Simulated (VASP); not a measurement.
# BeTe in VASP: how settings move the PBE single point

Aim: see what changed inputs do to the PBE single point of zincblende BeTe, under +2.0 % equal strain in all directions.

Code: VASP 6.6.1. PAW datasets, plane waves. The values are computed, spin-unpolarised, and not measurements.

## (1) The system as given

The cell comes from an earlier relaxation with r2SCAN in another program.

Space group F-43m (No. 216), cubic; a = 5.770 Å in the conventional setting, 24.02 Å³ an atom. Near Be stand 4 Te at 2.50 Å; near Te stand 4 Be at 2.50 Å.

Structure file:

```
CELL_PARAMETERS angstrom
0.00000 2.88520 2.88520
2.88520 0.00000 2.88520
2.88520 2.88520 0.00000
ATOMIC_POSITIONS crystal
Be 0.00000 0.00000 0.00000
Te 0.25000 0.25000 0.25000
```

## (2) Reference

File INCAR:

```
ENCUT = 520.000000
SIGMA = 0.020000
EDIFF = 1.00e-07
GGA = PE
PREC = Accurate
IBRION = -1
ISIF = 2
ISMEAR = -1
NBANDS = 11
NELM = 120
NSW = 0
LASPH = .TRUE.
LCHARG = .FALSE.
LWAVE = .FALSE.
LREAL = .FALSE.
```

File KPOINTS:

```
KPOINTS created by Atomic Simulation Environment
0
Gamma
8 8 8
0 0 0
```

File POSCAR:

```
Be Te
 1.0000000000000000
     0.0000000000000000    2.8851960980000002    2.8851960980000002
     2.8851960980000002    0.0000000000000000    2.8851960980000002
     2.8851960980000002    2.8851960980000002    0.0000000000000000
 Be  Te
   1   1
Cartesian
  0.0000000000000000  0.0000000000000000  0.0000000000000000
  1.4425980489999999  1.4425980489999999  1.4425980489999999
```

A file KPOINTS_OPT adds named points for the levels; it doesn't enter the self-consistent loop.

Potentials: the recommended PBE PAW datasets, 8 valence electrons.

Run with:

```
$ mpirun -np 1 vasp_std
```

## (3) Altered input 1

File INCAR:

```
ENCUT = 520.000000
SIGMA = 0.020000
EDIFF = 1.00e-07
GGA = PE
IBRION = -1
ISIF = 2
ISMEAR = -1
NBANDS = 11
NSW = 0
LASPH = .TRUE.
LCHARG = .FALSE.
LWAVE = .FALSE.
LREAL = .FALSE.
PREC = Low
NELM = 86
```

KPOINTS is that of step 2.

POSCAR is that of step 2.

## (4) Altered input 2

File INCAR:

```
ENCUT = 520.000000
SIGMA = 0.020000
PREC = Accurate
IBRION = -1
ISIF = 2
ISMEAR = -1
NBANDS = 11
NSW = 0
LASPH = .TRUE.
LCHARG = .FALSE.
LWAVE = .FALSE.
LREAL = .FALSE.
METAGGA = M06L
EDIFF = 1e-08
NELM = 86
```

File KPOINTS:

```
KPOINTS created by Atomic Simulation Environment
0
Monkhorst-Pack
8 8 8
0 0 0
```

POSCAR is that of step 2.

**Question.** What will these runs give? Wanted: for each run, changed; ending; energy change; pressure; electronic steps; usable.

The runs gave:

| run | changed | ending | energy change (meV/atom) | pressure (GPa) | gap on the mesh (eV; negative: overlap) | electronic steps | time | usable |
| --- | --- | --- | --- | --- | --- | --- | --- | --- |
| ref. | – | converged | 0 | -2.7 | 2.14 | 13 | 14 s | yes |
| 1 | PREC = Low, NELM = 86 | converged | -0.1 | -2.7 | 2.14 | 13 | 4.9 s | yes |
| 2 | METAGGA = M06L, EDIFF = 1e-08, NELM = 86, shifted mesh | crashed | – | – | – | 86 | 9.7 min | no |

What this shows: Of 2 altered inputs, 1 gave no result, 1 gave usable results. «PREC = Low, NELM = 86» moves the energy by -0.1 meV/atom.
